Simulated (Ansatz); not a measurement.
**MoS2: a line through an energy map**

Aim: follow the energy of MoS₂ (R-3m, No. 166; 9 atoms in the cell) along one coordinate, opening across the cut, with the other held at slide along a1 + a2 (5.429 Å) = 0.125.

The COD entry's cell or inner coordinates are ideal or old and differ from later refinements, so a difference from it is no clean test against experiment.

Method: DFT PBE+D3(BJ), scalar-relativistic, plane waves, PAW, in Ansatz 0.2.0.

16 further runs of the same task are left out: 16 set aside as unsound or not needed.

### Step 1. The starting structure

Symmetry: R-3m, No. 166, trigonal system. Conventional cell: a = 3.134 Å, b = 3.134 Å, c = 17.864 Å, α = 90.00°, β = 90.00°, γ = 120.00°. Mo (site symmetry -3m) has 6 S at 2.42 Å as nearest neighbours. S (site symmetry 3m) has 3 Mo at 2.42 Å as nearest neighbours.

Structure file:

```
Mo S
1.0
     1.56711    0.90477    5.95452
    -1.56711    0.90477    5.95452
     0.00000   -1.80954    5.95452
Mo S
1 2
Direct
  0.00000 0.00000 0.00000
  0.75638 0.75638 0.75638
  0.24362 0.24362 0.24362
```

This cell was relaxed beforehand with the same method: volume 16.89 Å³/atom, gap on the mesh none (metal).

### Step 2. The scan

Rigid slide and opening across a plane, one cut a cell; the plane is (0 0 1) of the conventional cell, and the faces at the cut hold S and S.

- slide along a1 + a2 (5.429 Å): 8 values from 0.000 to 0.875, periodic
- opening across the cut: 6 values from −0.25 to 2.80 Å

Nothing else is relaxed (rigid halves). Energies count from the perfect crystal. Points are written as (first, second).

### Step 3. Grid point (0.125, −0.25 Å)

The input, input.yaml:

```yaml
crystal:
  lattice:
    - [-3.1342106946, 0.0, 0.0]
    - [-1.5671053473, -2.7143060823, 0.0]
    - [-0.5876645052, -0.3392882603, 17.6135570258]
  atoms:
    - { symbol: Mo, position: [0.6455355202, 0.6455355202, 0.1690491719] }
    - { symbol: Mo, position: [0.8943527191, -0.1056472809, 0.8451782468] }
    - { symbol: Mo, position: [0.2699441197, 0.2699441197, 0.5071137094] }
    - { symbol: S, position: [0.5496466046, 0.5496466046, 0.9361604962] }
    - { symbol: S, position: [-0.0747619948, 0.9252380052, 0.5980959587] }
    - { symbol: S, position: [0.3008294057, 0.3008294057, 0.2600314213] }
    - { symbol: S, position: [0.6146502342, 0.6146502342, 0.4161314601] }
    - { symbol: S, position: [0.9902416347, -0.0097583653, 0.0780669226] }
    - { symbol: S, position: [0.2390588336, 0.2390588336, 0.7541959975] }
basis:
  ecutwfc: 420
kpoints:
  mp_grid: { grid: [14, 14, 3] }
hamiltonian:
  xc: pbe
  dispersion: d3bj
scf:
  occupations: { method: gaussian, width: 0.15 }
output:
  forces: true
  stress: true
  eigenvalues: true
```

Started as:

```bash
> ansatz run input.yaml --threads 4 --pin off --max-ram 8192MiB --backend cpu --events-out ev --progress --plain --runs-dir out
```

Output (excerpt; [...] marks lines left out):

```text
Warning: RAYON_NUM_THREADS=4 ignored (pool sized by the plan → 4); use --threads N
[...]
Pseudopotentials: kind: paw
Pseudopotential: Mo, paw, valence charge 14, recommended cutoff 420 eV (normal), Mo.paw.azcp
Pseudopotential: S, paw, valence charge 6, recommended cutoff 420 eV (normal), S.paw.azcp
Functional definition: PBE
[...]
Crystal: 9 atoms, lattice volume = 149.842 Å³
Basis set: ecut = 420 eV, 2907 PW (Γ), exchange–correlation on 48×48×240 points (8 copies of the dense FFT grid, shifted against one another)
Bands: 48, of which v1, the nominal top of the filled ones, is band 39 counted from 1 (38 counted from 0)
Symmetry: 4 space group operations
Space group: C2/m (ITA 12), of the structure as read, at distance tolerance 5.3e-5 Å
k-points: 162 of 588
[...]
SCF iter   1: F=—  HF=-20289.738524 eV  |F-HF|=—  |Δ(HF+E_count)|=         —  Δρ=5.20e-3  dr2=1.25e-1  ethr=1.77e-3  ⟨swp⟩=5.9  Hψ=29153  notcnv=0
[...]
SCF iter   8: F=-20289.727822 eV  HF=-20289.727822 eV  |F-HF|=3.67e-8  |Δ(HF+E_count)|=   3.14e-9  Δρ=1.85e-6  dr2=4.95e-8  ethr=1.28e-10  ⟨swp⟩=8.7  Hψ=29634  notcnv=0
[...]
SCF converged after 8 iterations
Free energy (F): -20289.727822 eV
[...]
E sigma→0 (E₀):  -20289.712989 eV
Entropy (-TS):   -0.029666 eV (-3.296 meV/atom)
Fermi energy:    12.243428 eV
[...]
--- Forces (eV/Å), atoms counted from 1 ---
  atom   1  Mo     0.07168931     0.04138984     0.00982532
  atom   2  Mo    -0.07168931    -0.04138984    -0.00982532
  atom   3  Mo     0.00000000    -0.00000000     0.00000000
  atom   4  S     -0.00106945    -0.00061745    -0.33725554
  atom   5  S     -0.00062327    -0.00035985    -0.01617810
  atom   6  S     -0.00986877    -0.00569774    -0.02552630
  atom   7  S      0.00062327     0.00035985     0.01617810
  atom   8  S      0.00106945     0.00061745     0.33725554
[...]
--- Stress (GPa, compression-positive) ---
        0.304686      -0.137192       0.334171
       -0.137192       0.463102       0.192934
        0.334171       0.192934       0.831225
  P = ⅓ Tr σ = 0.5330 GPa (5.330 kbar)
--- Band table (eV; the first three rows and the last of 162) ---
[...]
```

It took 18 s on 4 threads of Intel Xeon at 2.70GHz, shared host; peak memory 1.1 GiB.

On the map this point reads 148 mJ/m².

### Step 4. Point (0.125, 0.00 Å)

The input, input.yaml:

```yaml
crystal:
  lattice:
    - [-3.1342106946, 0.0, 0.0]
    - [-1.5671053473, -2.7143060823, 0.0]
    - [-0.5876645052, -0.3392882603, 17.8635570258]
  atoms:
    - { symbol: Mo, position: [0.64583125, 0.64583125, 0.1666833333] }
    - { symbol: Mo, position: [0.89583125, -0.10416875, 0.83335] }
    - { symbol: Mo, position: [0.27083125, 0.27083125, 0.5000166667] }
    - { symbol: S, position: [0.5512842973, 0.5512842973, 0.9230589552] }
    - { symbol: S, position: [-0.0737157027, 0.9262842973, 0.5897256219] }
    - { symbol: S, position: [0.3012842973, 0.3012842973, 0.2563922885] }
    - { symbol: S, position: [0.6153782027, 0.6153782027, 0.4103077115] }
    - { symbol: S, position: [0.9903782027, -0.0096217973, 0.0769743781] }
    - { symbol: S, position: [0.2403782027, 0.2403782027, 0.7436410448] }
basis:
  ecutwfc: 420
kpoints:
  mp_grid: { grid: [14, 14, 3] }
hamiltonian:
  xc: pbe
  dispersion: d3bj
scf:
  occupations: { method: gaussian, width: 0.15 }
output:
  forces: true
  stress: true
  eigenvalues: true
```

Started as:

```bash
> ansatz run input.yaml --threads 4 --pin off --max-ram 8192MiB --backend cpu --events-out ev --progress --plain --runs-dir out
```

Output (excerpt; [...] marks lines left out):

```text
Warning: RAYON_NUM_THREADS=4 ignored (pool sized by the plan → 4); use --threads N
[...]
[... 4 set-up lines as earlier in the session ...]
[...]
Crystal: 9 atoms, lattice volume = 151.969 Å³
Basis set: ecut = 420 eV, 2951 PW (Γ), exchange–correlation on 48×48×240 points (8 copies of the dense FFT grid, shifted against one another)
Bands: 48, of which v1, the nominal top of the filled ones, is band 39 counted from 1 (38 counted from 0)
[... 2 set-up lines as earlier in the session ...]
k-points: 162 of 588
[...]
SCF iter   1: F=—  HF=-20289.783994 eV  |F-HF|=—  |Δ(HF+E_count)|=         —  Δρ=5.09e-3  dr2=9.80e-2  ethr=1.77e-3  ⟨swp⟩=6.0  Hψ=29312  notcnv=0
[...]
SCF converged after 7 iterations
Free energy (F): -20289.774408 eV
[...]
E sigma→0 (E₀):  -20289.759948 eV
Entropy (-TS):   -0.028918 eV (-3.213 meV/atom)
Fermi energy:    12.000654 eV
[...]
--- Forces (eV/Å), atoms counted from 1 ---
  atom   1  Mo     0.04357931     0.02516053    -0.04407451
  atom   2  Mo    -0.04357931    -0.02516053     0.04407451
  atom   3  Mo    -0.00000000     0.00000000     0.00000000
  atom   4  S     -0.00794919    -0.00458947    -0.10651788
  atom   5  S     -0.00019558    -0.00011292    -0.00652826
  atom   6  S     -0.00485972    -0.00280576     0.00221430
  atom   7  S      0.00019558     0.00011292     0.00652826
  atom   8  S      0.00794919     0.00458947     0.10651788
[...]
--- Stress (GPa, compression-positive) ---
        0.146951      -0.081878       0.242420
       -0.081878       0.241495       0.139961
        0.242420       0.139961       0.101918
  P = ⅓ Tr σ = 0.1635 GPa (1.635 kbar)
--- Band table (eV; the first three rows and the last of 162) ---
[...]
```

Wall time 19 s (4 threads of Intel Xeon at 2.70GHz, shared host); peak memory 1.1 GiB.

On the map this point reads 60 mJ/m².

### Step 5. Grid point (0.125, 0.80 Å)

The input, input.yaml:

```yaml
crystal:
  lattice:
    - [-3.1342106946, 0.0, 0.0]
    - [-1.5671053473, -2.7143060823, 0.0]
    - [-0.5876645052, -0.3392882603, 18.6635570258]
  atoms:
    - { symbol: Mo, position: [0.6467243452, 0.6467243452, 0.1595385717] }
    - { symbol: Mo, position: [0.9002963688, -0.0997036312, 0.7976290493] }
    - { symbol: Mo, position: [0.273510357, 0.273510357, 0.4785838105] }
    - { symbol: S, position: [0.5562300799, 0.5562300799, 0.8834926944] }
    - { symbol: S, position: [-0.070555932, 0.929444068, 0.5644474556] }
    - { symbol: S, position: [0.3026580562, 0.3026580562, 0.2454022168] }
    - { symbol: S, position: [0.617576646, 0.617576646, 0.3927201654] }
    - { symbol: S, position: [0.9907906342, -0.0092093658, 0.0736749266] }
    - { symbol: S, position: [0.2443626578, 0.2443626578, 0.7117654042] }
basis:
  ecutwfc: 420
kpoints:
  mp_grid: { grid: [14, 14, 3] }
hamiltonian:
  xc: pbe
  dispersion: d3bj
scf:
  occupations: { method: gaussian, width: 0.15 }
output:
  forces: true
  stress: true
  eigenvalues: true
```

Started as:

```bash
> ansatz run input.yaml --threads 4 --pin off --max-ram 8192MiB --backend cpu --events-out ev --progress --plain --runs-dir out
```

Output (excerpt; [...] marks lines left out):

```text
Warning: RAYON_NUM_THREADS=4 ignored (pool sized by the plan → 4); use --threads N
[...]
[... 4 set-up lines as earlier in the session ...]
[...]
Crystal: 9 atoms, lattice volume = 158.775 Å³
Basis set: ecut = 420 eV, 3077 PW (Γ), exchange–correlation on 48×48×250 points (8 copies of the dense FFT grid, shifted against one another)
Bands: 48, of which v1, the nominal top of the filled ones, is band 39 counted from 1 (38 counted from 0)
[... 1 set-up line as earlier in the session ...]
Space group: C2/m (ITA 12), of the structure as read, at distance tolerance 5.4e-5 Å
k-points: 162 of 588
[...]
SCF iter   1: F=—  HF=-20289.713383 eV  |F-HF|=—  |Δ(HF+E_count)|=         —  Δρ=5.01e-3  dr2=8.74e-2  ethr=1.77e-3  ⟨swp⟩=6.2  Hψ=30235  notcnv=0
[...]
SCF converged after 6 iterations
Free energy (F): -20289.706786 eV
[...]
E sigma→0 (E₀):  -20289.692618 eV
Entropy (-TS):   -0.028336 eV (-3.148 meV/atom)
Fermi energy:    11.268072 eV
[...]
--- Forces (eV/Å), atoms counted from 1 ---
  atom   1  Mo     0.00507760     0.00293156    -0.03173665
  atom   2  Mo    -0.00507760    -0.00293156     0.03173665
  atom   3  Mo     0.00000000     0.00000000     0.00000000
  atom   4  S     -0.00274921    -0.00158726     0.13285744
  atom   5  S      0.00000569     0.00000329     0.00657951
  atom   6  S     -0.00044515    -0.00025701     0.02749639
  atom   7  S     -0.00000569    -0.00000329    -0.00657951
  atom   8  S      0.00274921     0.00158726    -0.13285744
[...]
--- Stress (GPa, compression-positive) ---
        0.027252      -0.008572       0.039227
       -0.008572       0.037150       0.022648
        0.039227       0.022648      -0.445758
  P = ⅓ Tr σ = -0.1271 GPa (-1.271 kbar)
--- Band table (eV; the first three rows and the last of 162) ---
[...]
```

It took 21 s on 4 threads of Intel Xeon at 2.70GHz, shared host; peak memory 1.1 GiB.

On the map this point reads 188 mJ/m².

### Step 6. Grid point (0.125, 1.50 Å)

The input, input.yaml:

```yaml
crystal:
  lattice:
    - [-3.1342106946, 0.0, 0.0]
    - [-1.5671053473, -2.7143060823, 0.0]
    - [-0.5876645052, -0.3392882603, 19.3635570258]
  atoms:
    - { symbol: Mo, position: [0.6474452678, 0.6474452678, 0.1537711912] }
    - { symbol: Mo, position: [0.9039006933, -0.0960993067, 0.7687944538] }
    - { symbol: Mo, position: [0.2756729805, 0.2756729805, 0.4612828225] }
    - { symbol: S, position: [0.5602224048, 0.5602224048, 0.8515540953] }
    - { symbol: S, position: [-0.068005308, 0.931994692, 0.544042464] }
    - { symbol: S, position: [0.3037669792, 0.3037669792, 0.2365308327] }
    - { symbol: S, position: [0.619351269, 0.619351269, 0.3785231811] }
    - { symbol: S, position: [0.9911235563, -0.0088764437, 0.0710115498] }
    - { symbol: S, position: [0.2475789818, 0.2475789818, 0.6860348123] }
basis:
  ecutwfc: 420
kpoints:
  mp_grid: { grid: [14, 14, 3] }
hamiltonian:
  xc: pbe
  dispersion: d3bj
scf:
  occupations: { method: gaussian, width: 0.15 }
output:
  forces: true
  stress: true
  eigenvalues: true
```

Started as:

```bash
> ansatz run input.yaml --threads 4 --pin off --max-ram 8192MiB --backend cpu --events-out ev --progress --plain --runs-dir out
```

Output (excerpt; [...] marks lines left out):

```text
Warning: RAYON_NUM_THREADS=4 ignored (pool sized by the plan → 4); use --threads N
[...]
[... 4 set-up lines as earlier in the session ...]
[...]
Crystal: 9 atoms, lattice volume = 164.730 Å³
Basis set: ecut = 420 eV, 3183 PW (Γ), exchange–correlation on 48×48×270 points (8 copies of the dense FFT grid, shifted against one another)
Bands: 48, of which v1, the nominal top of the filled ones, is band 39 counted from 1 (38 counted from 0)
[... 1 set-up line as earlier in the session ...]
Space group: C2/m (ITA 12), of the structure as read, at distance tolerance 5.5e-5 Å
k-points: 162 of 588
[...]
SCF iter   1: F=—  HF=-20289.628956 eV  |F-HF|=—  |Δ(HF+E_count)|=         —  Δρ=5.06e-3  dr2=1.48e-1  ethr=1.77e-3  ⟨swp⟩=6.8  Hψ=32207  notcnv=0
[...]
SCF converged after 7 iterations
Free energy (F): -20289.619801 eV
[...]
E sigma→0 (E₀):  -20289.605863 eV
Entropy (-TS):   -0.027876 eV (-3.097 meV/atom)
Fermi energy:    10.676042 eV
[...]
--- Forces (eV/Å), atoms counted from 1 ---
  atom   1  Mo     0.00060930     0.00035178    -0.00444264
  atom   2  Mo    -0.00060930    -0.00035178     0.00444264
  atom   3  Mo    -0.00000000     0.00000000    -0.00000000
  atom   4  S     -0.00030698    -0.00017724     0.12646871
  atom   5  S      0.00000169     0.00000098     0.00841532
  atom   6  S     -0.00004924    -0.00002843     0.03159234
  atom   7  S     -0.00000169    -0.00000098    -0.00841532
  atom   8  S      0.00030698     0.00017724    -0.12646871
[...]
--- Stress (GPa, compression-positive) ---
        0.064100      -0.000256       0.005111
       -0.000256       0.064396       0.002951
        0.005111       0.002951      -0.257979
  P = ⅓ Tr σ = -0.0432 GPa (-0.432 kbar)
--- Band table (eV; the first three rows and the last of 162) ---
[...]
```

It took 19 s on 4 threads of Intel Xeon at 2.70GHz, shared host; peak memory 1.1 GiB.

Energy on the map's scale: 352 mJ/m².

### Step 7. Point (0.125, 2.80 Å)

The input, input.yaml:

```yaml
crystal:
  lattice:
    - [-3.1342106946, 0.0, 0.0]
    - [-1.5671053473, -2.7143060823, 0.0]
    - [-0.5876645052, -0.3392882603, 20.6635570258]
  atoms:
    - { symbol: Mo, position: [0.6486545377, 0.6486545377, 0.1440970316] }
    - { symbol: Mo, position: [0.9099465594, -0.0900534406, 0.7204275251] }
    - { symbol: Mo, position: [0.2793005485, 0.2793005485, 0.4322622784] }
    - { symbol: S, position: [0.5669190998, 0.5669190998, 0.7979805347] }
    - { symbol: S, position: [-0.063726911, 0.936273089, 0.509815288] }
    - { symbol: S, position: [0.3056270782, 0.3056270782, 0.2216500413] }
    - { symbol: S, position: [0.6223280081, 0.6223280081, 0.3547092687] }
    - { symbol: S, position: [0.9916819973, -0.0083180027, 0.066544022] }
    - { symbol: S, position: [0.2529740189, 0.2529740189, 0.6428745155] }
basis:
  ecutwfc: 420
kpoints:
  mp_grid: { grid: [14, 14, 3] }
hamiltonian:
  xc: pbe
  dispersion: d3bj
scf:
  occupations: { method: gaussian, width: 0.15 }
output:
  forces: true
  stress: true
  eigenvalues: true
```

Started as:

```bash
> ansatz run input.yaml --threads 4 --pin off --max-ram 8192MiB --backend cpu --events-out ev --progress --plain --runs-dir out
```

Output (excerpt; [...] marks lines left out):

```text
Warning: RAYON_NUM_THREADS=4 ignored (pool sized by the plan → 4); use --threads N
[...]
[... 4 set-up lines as earlier in the session ...]
[...]
Crystal: 9 atoms, lattice volume = 175.789 Å³
Basis set: ecut = 420 eV, 3405 PW (Γ), exchange–correlation on 48×48×288 points (8 copies of the dense FFT grid, shifted against one another)
Bands: 48, of which v1, the nominal top of the filled ones, is band 39 counted from 1 (38 counted from 0)
[... 1 set-up line as earlier in the session ...]
Space group: C2/m (ITA 12), of the structure as read, at distance tolerance 5.6e-5 Å
k-points: 162 of 588
[...]
SCF iter   1: F=—  HF=-20289.546145 eV  |F-HF|=—  |Δ(HF+E_count)|=         —  Δρ=4.96e-3  dr2=2.15e-1  ethr=1.77e-3  ⟨swp⟩=7.8  Hψ=34897  notcnv=0
[...]
SCF converged after 7 iterations
Free energy (F): -20289.533362 eV
[...]
E sigma→0 (E₀):  -20289.519498 eV
Entropy (-TS):   -0.027728 eV (-3.081 meV/atom)
Fermi energy:    9.682466 eV
[...]
--- Forces (eV/Å), atoms counted from 1 ---
  atom   1  Mo     0.00000907     0.00000523     0.01568455
  atom   2  Mo    -0.00000907    -0.00000523    -0.01568455
  atom   3  Mo     0.00000000     0.00000000     0.00000000
  atom   4  S      0.00001285     0.00000742     0.08790684
  atom   5  S      0.00000002     0.00000001     0.00847196
  atom   6  S     -0.00000037    -0.00000021     0.03455824
  atom   7  S     -0.00000002    -0.00000001    -0.00847196
  atom   8  S     -0.00001285    -0.00000742    -0.08790684
[...]
--- Stress (GPa, compression-positive) ---
        0.120346       0.000114      -0.000000
        0.000114       0.120215      -0.000000
       -0.000000      -0.000000       0.045015
  P = ⅓ Tr σ = 0.0952 GPa (0.952 kbar)
--- Band table (eV; the first three rows and the last of 162) ---
[...]
```

It took 22 s on 4 threads of Intel Xeon at 2.70GHz, shared host; peak memory 1.2 GiB.

Energy on the map's scale: 514 mJ/m².

### Step 8. Results

```
opening across the cut (Å)  step  energy (mJ/m²)  slope (mJ/m² per Å)  pressure (GPa)  largest force on an atom (eV/Å)
                     −0.25     3             148                 −622            0.53                             0.34
                      0.00     4              60                 −129            0.16                             0.11
                      0.35     –              79                  182           −0.07                             0.06
                      0.80     5             188                  263           −0.13                             0.13
                      1.50     6             352                  193           −0.04                             0.13
                      2.80     7             514                   75            0.10                             0.09
```

Energies count from the perfect crystal. Rows without a step come from runs not printed here or follow by symmetry. Slopes come from the forces (and the stress, where the cell changes), not from differences of energies.

In words: The lowest point of the line is at 0.00 Å, 60 mJ/m² from the zero. Energies and slopes round the minimum, fitted together, put the minimum at 0.104 Å, with a curvature of about 1100 mJ/m² per Å². The highest point computed, at 2.80 Å, lies 454 mJ/m² above the lowest. This is one cut through a surface in two coordinates; the map's lowest point lies off it. A rigid map gives upper bounds: relaxing the other coordinates can only lower a point.
